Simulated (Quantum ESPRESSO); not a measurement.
**CrCuO2: equation of state with LDA**

CrCuO2:

```xyz
4
Lattice="1.4867 0.8583 5.7000 -1.4867 0.8583 5.7000 0.0000 -1.7167 5.7000" Properties=species:S:1:pos:R:3 pbc="T T T"
Cu    0.0000    0.0000    0.0000
Cr    0.0000    0.0000    8.5500
O     0.0000    0.0000   15.2546
O     0.0000    0.0000    1.8454
```

* Program: Quantum ESPRESSO 7.5
* Task: equation of state
* Functional: LDA
* Potentials or basis: GBRV 1.5 LDA
* Cutoff: 762 eV
* Density cutoff: 6095 eV
* k mesh: 6 × 6 × 6
* Occupations: fermi-dirac, width 0.05 eV
* Spin: collinear spin, ferromagnetic start
* Starting moments: [0.6, 3.0, 0.0, 0.0] μB

```
Equilibrium volume                        : 10.40 Å³/atom
Bulk modulus at fixed shape and positions : 213 GPa
Pressure derivative of the bulk modulus   : 4.6
```

Energy against volume, from the lowest point:
```
volume (Å³/atom)  energy (meV/atom)
          10.256               1.13
          10.474               0.00
          10.692               4.74
          10.911              14.68
          11.129              29.27
          11.347              47.97
          11.565              70.37
```

All runs of the series together: 19 min on 2 threads of Arm Neoverse V2, on a shared host.

Caveat: the k mesh is coarse (spacing up to 0.41 Å⁻¹), so the values aren't converged; the cell was scaled at fixed shape and fractional positions, which overstates the stiffness of a crystal with free parameters, most of all of layers and chains.
